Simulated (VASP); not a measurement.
**A VASP 6.6.1 single-point calculation on BN**

INCAR

```
ISMEAR = 0
PREC = Accurate
LCHARG = .FALSE.
EDIFF = 0.0001
LWAVE = .FALSE.
NELM = 97
LREAL = .FALSE.
SIGMA = 0.01
METAGGA = R2SCAN
NSW = 0
ISYM = 0
ALGO = Normal
ISIF = 2
ENCUT = 520
LASPH = .TRUE.
IBRION = -1
NBANDS = 11
```

KPOINTS

```
KPOINTS created by Atomic Simulation Environment
0
Gamma
4 4 4
0 0 0
```

POSCAR

```
B  N
 1.0000000000000000
     0.0000000000000000    1.8048254496633853    1.8048254496633853
     1.8048254496633853    0.0000000000000000    1.8048254496633853
     1.8048254496633853    1.8048254496633853    0.0000000000000000
 B   N
   1   1
Cartesian
  0.0000000000000000  0.0000000000000000  0.0000000000000000
  0.9024127248316929  0.9024127248316929  0.9024127248316929
```

The recommended PBE PAW datasets give the neutral cell 8 valence electrons.

Command

```
mpirun -np 1 vasp_std
```

Predict the outcome of this run.

It converged. Results: gap between bands v and c on the k mesh 4.95 eV; least direct gap on the k mesh 9.52 eV; pressure 1.5 GPa. Band v is the last that the valence electrons fill when counted band by band, and c is the next.

OSZICAR

```
N       E                     dE             d eps       ncg     rms          rms(c)
DAV:   1     0.766708207356E+01    0.76671E+01   -0.51345E+03   840   0.740E+02
DAV:   2    -0.218349763978E+02   -0.29502E+02   -0.28413E+02   946   0.172E+02
DAV:   3    -0.223657011881E+02   -0.53072E+00   -0.53020E+00   930   0.195E+01
DAV:   4    -0.223663556537E+02   -0.65447E-03   -0.65446E-03   855   0.749E-01
DAV:   5    -0.223663562615E+02   -0.60778E-06   -0.60777E-06   854   0.230E-02    0.670E+00
DAV:   6    -0.191017706581E+02    0.32646E+01   -0.19014E+00   792   0.809E+00    0.361E+00
DAV:   7    -0.190968598117E+02    0.49108E-02   -0.27576E-01   848   0.390E+00    0.187E+00
DAV:   8    -0.190965534367E+02    0.30638E-03   -0.45143E-02   816   0.137E+00    0.174E-01
DAV:   9    -0.190960498561E+02    0.50358E-03   -0.65782E-03   834   0.550E-01    0.103E-01
DAV:  10    -0.190960281073E+02    0.21749E-04   -0.50985E-04   858   0.172E-01
   1 F= -.19096028E+02 E0= -.19096028E+02  d E =-.107415E-87
```

These settings aren't sound, so the numbers aren't properties of the crystal.

On sound settings r²SCAN gives a gap of 4.98 eV on its mesh and a pressure of 1.1 GPa for the intended cell.
